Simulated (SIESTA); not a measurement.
Runs of SIESTA 5.4.2 on Te2Mo. The cell holds a slab with vacuum, 3 atoms: a = 3.560 Å, b = 3.560 Å, c = 17.524 Å, α = 90.00°, β = 90.00°, γ = 120.00°. 

| task | level | potentials or basis | gap on the mesh (eV) | V0 of scaled cells (Å³/atom) | B0 (GPa) | largest force (eV/Å) |
| --- | --- | --- | --- | --- | --- | --- |
| band structure | LDA | PseudoDojo 0.4 standard (LDA files), DZP (energy shift 0.003 Ry; two zetas on semicore shells) | 1.02 | - | - | 0.07 |
| band structure | PBEsol | PseudoDojo 0.4 standard (PBEsol files), DZP (energy shift 0.003 Ry; two zetas on semicore shells) | 1.02 | - | - | 0.33 |
| equation of state | PBEsol | PseudoDojo 0.4 standard (PBEsol files), DZP (energy shift 0.003 Ry; two zetas on semicore shells) | - | 64.17 | 40 | - |
| equation of state | LDA | PseudoDojo 0.4 standard (LDA files), DZP (energy shift 0.003 Ry; two zetas on semicore shells) | - | (b) | (a) | - |

Alike in all rows: no spin polarisation; cell as given; k mesh 9 × 9 × 2; smearing fermi-dirac 0.05 eV; grid cutoff 800 Ry; energy shift 0.003 Ry.

Question: Fill in the values left out.

Answer: (a) 42; (b) 63.00.

Caveats: the basis of atomic orbitals isn't converged, which shifts pressures, moduli and gaps; spin-orbit coupling is left out, which moves the levels of the heavy elements (some runs); the cell was scaled at fixed shape and fractional positions, which overstates the stiffness of a crystal with free parameters, most of all of layers and chains (some runs).

A k mesh can miss the band edges, and the runs leave out spin-orbit coupling on Mo, Te.

Not every run made on this cell is shown here.
